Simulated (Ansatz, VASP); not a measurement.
NaI in VASP and in Ansatz

```
Na I
1.0
     3.94154    0.00000    0.00000
     0.00000    3.94154    0.00000
     0.00000    0.00000    3.94154
Na I
1 1
Direct
  0.00000 0.00000 0.00000
  0.50000 0.50000 0.50000
```

Change from the starting cell: hydrostatic strain -2.5%.

Alike in both runs: task single point; functional PBE; k mesh 6 × 6 × 6; occupations fermi-dirac, width 0.02 eV; no spin polarisation.

```csv
,VASP,Ansatz
version,VASP 6.6.1,Ansatz 0.2.0
potentials or method,"VASP PAW PBE potentials, release 64 (Na_pv, I)","plane waves, PAW"
plane-wave cutoff (eV),520,420
valence electrons in the cell,14,26
```

|  | VASP | Ansatz | Ansatz less VASP |
| --- | --- | --- | --- |
| gap on the k mesh at the Fermi level (eV) | 2.42 | 2.42 | +0.003 |
| pressure (GPa) | 1.9 | 1.9 | -0.02 |

The two sets of potentials don't hold the same shells in valence.

Caveats: spin-orbit coupling is left out, which moves the levels of the heavy elements. A k mesh can miss the band edges.
